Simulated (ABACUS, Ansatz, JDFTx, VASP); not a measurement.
## Equation of state of NiO under PBE

It takes space group Fm-3m (No. 225, cubic). Conventional cell: a = 4.172 Å, b = 4.172 Å, c = 4.172 Å, α = 90.00°, β = 90.00°, γ = 90.00°. Around Ni (site symmetry m-3m) lie 6 O at 2.09 Å. Around O (site symmetry m-3m) lie 6 Ni at 2.09 Å.

The cell was scaled at fixed shape and fractions and run with ABACUS, PseudoDojo NC SR 0.4.1 PBE standard, plane waves, cutoff 1333 eV; PBE, k mesh 11 × 11 × 11 on the cell of 2 atoms, fermi-dirac occupations of 0.05 eV, collinear spin, ferromagnetic start, no spin-orbit coupling. Energies are those that the program minimises, any entropy of the smearing included. For a metal such a mesh isn't converged to the digits shown. The magnetic state is the one that the start led to, which needn't be the lowest.

```tsv
V (Å³/atom)	energy over the lowest row (meV/atom)
8.5312	47.56
8.7127	28.59
8.8942	14.61
9.0757	?
9.2572	0.69
9.4388	0.00
9.6203	2.99
```

Problem. Fit the third-order Birch-Murnaghan form, give V0, B0 and B′, and predict the energy left open.

Solution. With y = (V0/V)^(2/3), E = E0 + (9 V0 B0/16) [(y - 1)³ B′ + (y - 1)² (6 - 4y)]. Least squares through the rows shown give V0 = 9.3814 Å³/atom, E0 = -0.22 meV, B0 = 175.4 GPa (1 eV/Å³ = 160.218 GPa) and B′ = 3.01, with a largest miss of 0.04 meV. At V = 9.0757 the form with these constants gives 5.48 meV; the run gave 5.43 meV an atom. Other set-ups at this level, from all their volumes (Å³/atom, GPa): Ansatz, Ansatz PAW (earlier soft set): V0 9.383, B0 165.9; JDFTx, PseudoDojo-SR-PBE-0.5-standard with smoothed tails: V0 9.381, B0 175.6; VASP, PBE PAW files Ni, O, 520 eV: V0 9.360, B0 160.5.
